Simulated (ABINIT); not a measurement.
AgBr:

```xyz
2
Lattice="0.0000 2.8702 2.8702 2.8702 0.0000 2.8702 2.8702 2.8702 0.0000" Properties=species:S:1:pos:R:3 pbc="T T T"
Ag    0.0000    0.0000    0.0000
Br    2.8702    2.8702    2.8702
```

Program: ABINIT 10.8.3 (patched build). Alike in all runs: task band structure; cell as given; k mesh 8 × 8 × 8; cutoff (eV) 463; smearing fermi-dirac 0.05 eV.

Task: Order these runs on this cell by their band gap on the k mesh, lowest first.
A. level RPBE; potentials or basis JTH PAW PBE v2.0; spin SOC, no magnetisation
B. level BP86; potentials or basis JTH PAW PBE v2.0; spin SOC, no magnetisation
C. level HCTH407; potentials or basis JTH PAW PBE v2.0; spin SOC, no magnetisation
D. level LDA-PZ; potentials or basis JTH PAW LDA v2.0; spin off

Result: D (0.37 eV), B (0.55 eV), A (0.75 eV), C (1.24 eV).

Runs at the PBE level aren't shown here.
